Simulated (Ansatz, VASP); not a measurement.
One calculation of NaCl, two programs

File INCAR:

```
SYSTEM = NaCl
PREC = Accurate
ENCUT = 520
EDIFF = 1E-7
ISMEAR = 0
SIGMA = 0.05
LREAL = .FALSE.
LASPH = .TRUE.
NELM = 80
ALGO = Normal
ISIF = 2
LWAVE = .FALSE.
LCHARG = .FALSE.
GGA = PS
NBANDS = 14
```

Contents of KPOINTS:

```
regular mesh
0
G
  10 10 10
  0 0 0
```

Contents of POSCAR:

```
NaCl
1.0
    3.2665372379      0.0000000000      0.0000000000
    0.0000000000      3.2665372379      0.0000000000
    0.0000000000      0.0000000000      3.2665372379
Na Cl
1 1
Direct
    0.0000000000      0.0000000000      0.0000000000
    0.5000000000      0.5000000000      0.5000000000
```

Input for Ansatz:

```yaml
crystal:
  lattice:
    - [3.2665372379, 0.0, 0.0]
    - [0.0, 3.2665372379, 0.0]
    - [0.0, 0.0, 3.2665372379]
  atoms:
    - { symbol: Na, position: [0.0, 0.0, 0.0] }
    - { symbol: Cl, position: [0.5, 0.5, 0.5] }
basis:
  ecutwfc: 420
  ecutrho_ratio: 4
kpoints:
  mp_grid: { grid: [10, 10, 10] }
hamiltonian:
  xc: pbesol
scf:
  occupations: { method: gaussian, width: 0.05 }
output:
  forces: true
  stress: true
  eigenvalues: true
```

Alike in both runs: task single point; functional PBEsol; k mesh 10 × 10 × 10; occupations gaussian, width 0.05 eV; no spin polarisation.

|  | VASP | Ansatz |
| --- | --- | --- |
| version | VASP 6.6.1 | Ansatz 0.2.0 |
| potentials or method | VASP PAW PBE potentials, release 64 (Na_pv, Cl) | scalar-relativistic, plane waves, PAW |
| plane-wave cutoff (eV) | 520 | 420 |
| valence electrons in the cell | 14 | 16 |

Ansatz gave:

| Quantity | Value |
| --- | --- |
| gap on the k mesh at the Fermi level (eV) | 4.63 |
| least direct gap on the mesh (eV) | 5.24 |
| pressure (GPa) | 6.8 |

Question: Which values does VASP return?

Answer: gap on the k mesh at the Fermi level (eV): 4.63; least direct gap on the mesh (eV): 5.26; pressure (GPa): 6.8.

The two sets of potentials don't hold the same shells in valence.

Caveats: the PAW data sets were made with another functional, which shifts forces and pressure a little (VASP). A k mesh can miss the band edges. Expect the measured gap to be larger: semilocal functionals such as PBEsol lack the derivative discontinuity.
